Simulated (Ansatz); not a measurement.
## Varying the input for Hg

The reference input for Ansatz (plane-wave DFT with PAW):

```yaml
crystal:
  lattice:
    - [3.1217354593, -1.80458658, 0.0]
    - [3.1217354593, 1.80458658, 0.0]
    - [-2.087465782, 0.0, 8.4440744872]
  atoms:
    - { symbol: Hg, position: [0.77752752, 0.77752752, 0.33628873] }
    - { symbol: Hg, position: [0.22247248, 0.22247248, 0.66371127] }
    - { symbol: Hg, position: [0.0, 0.0, 0.0] }
basis:
  ecutwfc: 420
kpoints:
  mp_grid: { grid: [6, 6, 2] }
hamiltonian:
  xc: pbe
scf:
  occupations: { method: gaussian, width: 0.1 }
output:
  forces: true
  stress: true
  eigenvalues: true
```

Command:

```bash
ansatz run input.yaml --threads 1 --pin off --max-ram 1331MiB --backend cpu --events-out ev --progress --plain --runs-dir out
```

The run converges in 6 SCF iterations on 26 irreducible k-points: pressure 0.21 GPa, largest force 0.002 eV/Å, gap on the sampled k-points 0.52 eV.

Settings here are deliberately varied, not converged. Each trial's input is given as a difference from the reference's; energies are extrapolated to zero smearing where there is one, and pressure is positive in compression.

Trial 1:

```diff
 basis:
-  ecutwfc: 420
+  ecutwfc: "10 Ha"
 scf:
-  occupations: { method: gaussian, width: 0.1 }
+  occupations: { method: tetrahedron_uncorrected }
+  max_iter: 80
+  convergence: { dr2_threshold: "1e-5 eV" }
 output:
+  dos: { method: smearing }
```

What does the program give?

The run converges in 6 SCF iterations on 26 irreducible k-points: energy 493 meV per atom above the reference, pressure 0.56 GPa, largest force 0.012 eV/Å, gap on the sampled k-points 0.57 eV. It warns that the printed bands weren't solved further after the SCF; that the cutoff lies under the recommended one, 420 eV for these potentials; that the SCF threshold is loose for the forces; that the SCF threshold is loose for the stress.